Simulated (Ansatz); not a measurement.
# Notes on WSe2

```yaml
crystal:
  lattice:
    - [3.32768, -0.09488, -0.03186]
    - [-1.74601, 3.01271, 0.06360]
    - [-0.12580, 0.21735, 12.55674]
  atoms:
    - { symbol: W, position: [0.30964, 0.66623, 0.26096] }
    - { symbol: W, position: [0.63359, 0.33442, 0.75808] }
    - { symbol: Se, position: [0.32016, 0.62715, 0.60659] }
    - { symbol: Se, position: [0.65863, 0.31508, 0.13409] }
    - { symbol: Se, position: [0.33073, 0.72316, 0.88225] }
    - { symbol: Se, position: [0.59901, 0.32499, 0.37748] }
```

Level: r2SCAN, no spin polarisation; 500 eV; 6×6×2 (shifted by 0.5, 0.5, 0 steps) mesh; gaussian occupations (width 0.0121 eV); Ansatz 0.2.0, fixed geometry.

**Question.** Is it stable against the elements?

**Answer.** -0.34 eV an atom against the elements' usual phases (free molecules for gases, crystals otherwise, with no correction for O₂ or N₂), so it is bound against them; other compounds may still compete. Relaxing would lower it.

**Question.** Where is the largest force?

**Answer.** The largest is on W2: 4.28 eV/Å, components (0.59, 1.64, -3.91). It makes 152° with the line to a nearest neighbour, Se5 at 2.35 Å, pointing away from it.

**Question.** Metal or insulator? Give the gap.

**Answer.** The gap on the k mesh is 0.52 eV; the mesh may miss the band edges, so the true gap of this level can be smaller.

**Question.** Which orbitals make up the band edges?

**Answer.** Within 0.7 eV of the edges, the states project mainly on W d (59 %) and Se p (35 %) below the gap and on W d (69 %) and Se p (24 %) above it.

**Question.** What does the stress say?

**Answer.** The pressure is 3.4 GPa (compression positive), so with the atoms held at these fractions the cell would first expand; the forces are large, so a full relaxation may end otherwise. The principal stresses -10.4, 3.4, 17.2 GPa differ, so its shape would change too.

Origin: a strained cell with displaced atoms, so it need not be a known compound. Caveats: an odd or shifted mesh can miss the band edges, so this level's true gap may be smaller; no spin-orbit coupling, which can shift this gap by tenths of an eV; atoms or cell far from equilibrium.
